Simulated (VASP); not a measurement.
The system is Ir.

```xyz
3
Lattice="3.5455 0.0000 0.0000 -1.7728 3.0705 0.0000 0.0000 0.0000 4.0225" Properties=species:S:1:pos:R:3 pbc="T T T"
Ir    0.7992    0.0000    1.3408
Ir   -0.3996    0.6921    2.6817
Ir    1.3732    2.3784    0.0000
```

The cell was built by a generator and needn't be a form met in nature.

```yaml
Program: VASP 6.6.1
Task: relaxation of cell and atoms
Functional: r2SCAN
Potentials_or_basis: VASP PAW PBE potentials, release 64 (Ir)
Cutoff: 600 eV
k_mesh: 6 × 6 × 4
Occupations: gaussian, width 0.1 eV
Spin: no spin polarisation
```

At the start: pressure 157.9 GPa; volume 14.60 Å³/atom.

Q: How do energy, volume and symmetry change on relaxing?

A: Over 15 steps the energy falls by 3543.6 meV/atom and the volume is 16.68 Å³/atom (+14.3 %); space group R-3m (No. 166, to 0.05 Å).

The path:
| step | energy change (eV) | largest force (eV/Å) | pressure (GPa) | volume (Å³) |
| --- | --- | --- | --- | --- |
| 1 | 0.0000 | 23.8099 | 157.93 | 43.79 |
| 2 | 10.2830 | 0.3302 | -13.25 | 205.96 |
| 3 | 6.0202 | 0.0654 | -14.44 | 161.32 |
| 4 | 3.3197 | 0.2449 | -18.57 | 136.18 |
| 5 | -5.2644 | 1.3884 | -35.37 | 81.85 |
| 6 | -9.3273 | 0.4750 | -31.28 | 60.96 |
| 7 | -10.5664 | 0.1230 | -8.56 | 51.93 |
| 8 | -10.5822 | 0.6090 | 3.74 | 49.62 |
| 9 | -10.6022 | 0.3399 | -2.25 | 50.65 |
| 10 | -10.6022 | 0.3720 | -1.45 | 50.51 |
| 11 | -10.6108 | 0.2862 | 3.47 | 49.52 |
| 12 | -10.6118 | 0.3067 | 2.22 | 49.75 |
| 13 | -10.6214 | 0.1991 | 1.46 | 49.83 |
| 14 | -10.6308 | 0.0256 | -0.24 | 50.06 |
| 15 | -10.6309 | 0.0143 | -0.13 | 50.04 |

Final structure:
```
Ir
1.0
     3.68201    0.00000    0.00000
    -1.84100    3.18871    0.00000
     0.00000    0.00000    4.26216
Ir
3
Direct
  0.33354 0.00000 0.33333
  0.00000 0.33354 0.66667
  0.66646 0.66646 0.00000
```

Caveat: the k mesh is coarse (spacing up to 0.39 Å⁻¹), so the values aren't converged; the PAW data sets were made with another functional, which shifts forces and pressure a little.
